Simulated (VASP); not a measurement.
NaI:

```
Na I
1.0
     0.00000    3.23640    3.23640
     3.23640    0.00000    3.23640
     3.23640    3.23640    0.00000
Na I
1 1
Direct
  0.00000 0.00000 0.00000
  0.50000 0.50000 0.50000
```

- Program: VASP 6.6.1
- Task: relaxation of cell and atoms
- Functional: LDA
- Potentials or basis: VASP PAW LDA potentials, release 64 (Na_pv, I)
- Cutoff: 600 eV
- k mesh: 8 × 8 × 8
- Occupations: gaussian, width 0.03 eV
- Spin: no spin polarisation

At the start: pressure -1.6 GPa; volume 33.90 Å³/atom.

**Question.** How do energy, volume and symmetry change on relaxing?

**Answer.** Over 4 steps the energy falls by 17.8 meV/atom and the volume is 30.68 Å³/atom (-9.5 %); space group Fm-3m (No. 225, to 0.05 Å).

The path:
```csv
step,energy change (eV),largest force (eV/Å),pressure (GPa),volume (Å³)
1,0.0000,0.0000,-1.62,67.80
2,-0.0265,0.0000,-0.91,64.50
3,-0.0356,0.0000,-0.12,61.75
4,-0.0357,0.0000,0.02,61.37
```

Final structure:
```
CELL_PARAMETERS angstrom
0.00000 3.13066 3.13066
3.13066 0.00000 3.13066
3.13066 3.13066 0.00000
ATOMIC_POSITIONS crystal
Na 0.00000 0.00000 0.00000
I 0.50000 0.50000 0.50000
```
